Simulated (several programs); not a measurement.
KTaO3 built on the cubic perovskite prototype, relaxed with r2SCAN in Ansatz, was computed with several methods. Space group Pm-3m (No. 221), cubic; a = 3.990 Å in the conventional setting, 12.71 Å³ an atom. Around K lie 12 O at 2.82 Å; around Ta lie 6 O at 2.00 Å; around O lie 2 Ta at 2.00 Å and 4 K at 2.82 Å. The values are computed, spin-unpolarised.

Space group Pm-3m (No. 221). a = 3.990 Å, b = 3.990 Å, c = 3.990 Å, α = 90.00°, β = 90.00°, γ = 90.00°

| atom | site | symmetry | x | y | z |
| --- | --- | --- | --- | --- | --- |
| K | 1a | m-3m | 0.0000 | 0.0000 | 0.0000 |
| Ta | 1b | m-3m | 0.5000 | 0.5000 | 0.5000 |
| O | 3c | 4/mm.m | 0.5000 | 0.5000 | 0.0000 |

Gaps and times are for a single point on this cell; volume and bulk modulus come from each method's own relaxation or energy curve at fixed shape. Times are rough, from shared hosts (Arm Neoverse V1; Intel Xeon Platinum 8259CL CPU @ 2.50GHz; NVIDIA H100 80GB HBM3), and each method has its own mesh and cell size. Gaps from k meshes are read at a limited set of points (mesh, symmetry points, PBE's band edges), so each method's own least gap may be somewhat smaller. Minimal bases can be far off for gaps. Times of the plane-wave ladder aren't listed, since it ran on unlike processors and cards. GLLB-SC's gap includes the derivative discontinuity. d marks a direct gap, i an indirect one (no mark: not told apart), a dash a value that wasn't computed or didn't pass its checks.

```json
{"method": "PBEsol", "kind": "semilocal", "gap (eV)": "–", "own volume (Å³/atom)": "12.66", "bulk modulus (GPa)": "–", "atoms computed": "5", "processor time": "–"}
{"method": "light PBE (260 eV and a coarse mesh)", "kind": "light plane-wave", "gap (eV)": "1.86 i", "own volume (Å³/atom)": "–", "bulk modulus (GPa)": "–", "atoms computed": "5", "processor time": "1 s"}
{"method": "PBE", "kind": "semilocal", "gap (eV)": "2.22 i", "own volume (Å³/atom)": "13.04", "bulk modulus (GPa)": "188", "atoms computed": "5", "processor time": "–"}
{"method": "LDA", "kind": "semilocal", "gap (eV)": "2.07 i", "own volume (Å³/atom)": "12.34", "bulk modulus (GPa)": "–", "atoms computed": "5", "processor time": "–"}
{"method": "r2SCAN", "kind": "semilocal", "gap (eV)": "2.63 i", "own volume (Å³/atom)": "12.71", "bulk modulus (GPa)": "209", "atoms computed": "5", "processor time": "–"}
{"method": "PBE+SOC", "kind": "semilocal", "gap (eV)": "2.08 i", "own volume (Å³/atom)": "–", "bulk modulus (GPa)": "–", "atoms computed": "5", "processor time": "–"}
{"method": "GLLB-SC (GPAW)", "kind": "model potential", "gap (eV)": "4.26", "own volume (Å³/atom)": "–", "bulk modulus (GPa)": "–", "atoms computed": "5", "processor time": "16 s"}
{"method": "PBE0", "kind": "hybrid", "gap (eV)": "4.32 i", "own volume (Å³/atom)": "–", "bulk modulus (GPa)": "–", "atoms computed": "5", "processor time": "–"}
{"method": "PBE/SZV (CP2K)", "kind": "small basis", "gap (eV)": "1.14 i", "own volume (Å³/atom)": "13.32", "bulk modulus (GPa)": "182", "atoms computed": "5", "processor time": "19 s"}
{"method": "HSE06", "kind": "hybrid", "gap (eV)": "3.57 i", "own volume (Å³/atom)": "–", "bulk modulus (GPa)": "–", "atoms computed": "5", "processor time": "–"}
{"method": "PBE/DZVP (CP2K)", "kind": "small basis", "gap (eV)": "2.11 i", "own volume (Å³/atom)": "12.83", "bulk modulus (GPa)": "191", "atoms computed": "5", "processor time": "65 s"}
{"method": "r2SCAN0", "kind": "hybrid", "gap (eV)": "4.63 i", "own volume (Å³/atom)": "–", "bulk modulus (GPa)": "–", "atoms computed": "5", "processor time": "–"}
{"method": "DDH-PBE0", "kind": "hybrid", "gap (eV)": "3.76 i", "own volume (Å³/atom)": "–", "bulk modulus (GPa)": "–", "atoms computed": "5", "processor time": "–"}
```

**Question.** How far from the measured values lie the methods that can be set against them?

**Answer.**
- Volume, measured 12.69 Å³ an atom: PBEsol -0.3 %, PBE +2.7 %, LDA -2.8 %, r2SCAN +0.1 %, PBE/SZV (CP2K) +4.9 %, PBE/DZVP (CP2K) +1.1 %.
The calculations are for a static lattice; samples hold vibrations, temperature and, in optical gaps, excitons. A measured value is shown where most reports agree with it, and only for the quantities listed. Sources: 12.69 Å³ an atom (from the lattice constants; cubic lattice constant; “Superconductivity in epitaxially grown LaVO3/KTaO3(111) heterostructures”; literature value cited in the methods; temperature not stated; 2022; arxiv:2208.05712).

Only the rows marked +SOC include spin-orbit coupling.
